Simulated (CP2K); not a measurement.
# Hf under changes of volume

One of the cells (22.380 Å³/atom); the others are scaled copies at fixed shape and fractional positions:

```xyz
2
Lattice="3.1967 0.0000 0.0000 -1.5983 2.7684 0.0000 0.0000 0.0000 5.0578" Properties=species:S:1:pos:R:3 pbc="T T T"
Hf    1.5984    0.9228    3.7934
Hf    0.0000    1.8456    1.2645
```

* Program: CP2K 2026.2
* Functional: PBE
* Potentials or basis: POTENTIAL_UZH Hf GTH-PBE-q12; TZVP-MOLOPT-PBE-GTH basis
* Density cutoff: 6123 eV
* k mesh: 10 × 10 × 5
* Occupations: fermi-dirac, width 0.05 eV
* Spin: no spin polarisation

| volume (Å³/atom) | energy over the lowest point (meV/atom) | pressure (GPa) |
| --- | --- | --- |
| 21.037 | 36.01 | 8.3 |
| 21.485 | 17.30 | 5.6 |
| 21.933 | 5.16 | 3.1 |
| 22.380 | 0.00 | 0.8 |
| 22.828 | ? | ? |
| 23.276 | 7.52 | -3.2 |
| 23.723 | 19.11 | -4.9 |

Problem. What does the run at 22.828 Å³/atom give?

Solution. Energy over the lowest point 0.97 meV/atom; pressure -1.3 GPa.

Worked out: A Birch-Murnaghan fit of order 3 (a polynomial in V^(-2/3)) to the other rows has its minimum at 22.54 Å³/atom with B0 = V·E''(V) = 107 GPa and B' = 2.8 at fixed shape and positions, which overstates the stiffness. It gives 0.90 meV/atom at 22.828 Å³/atom, against the run's 0.97, and -dE/dV = -1.3 GPa, against -1.3.

Energies are extrapolated to zero smearing.

Caveats: the basis of atomic orbitals isn't converged, which shifts pressures, moduli and gaps.
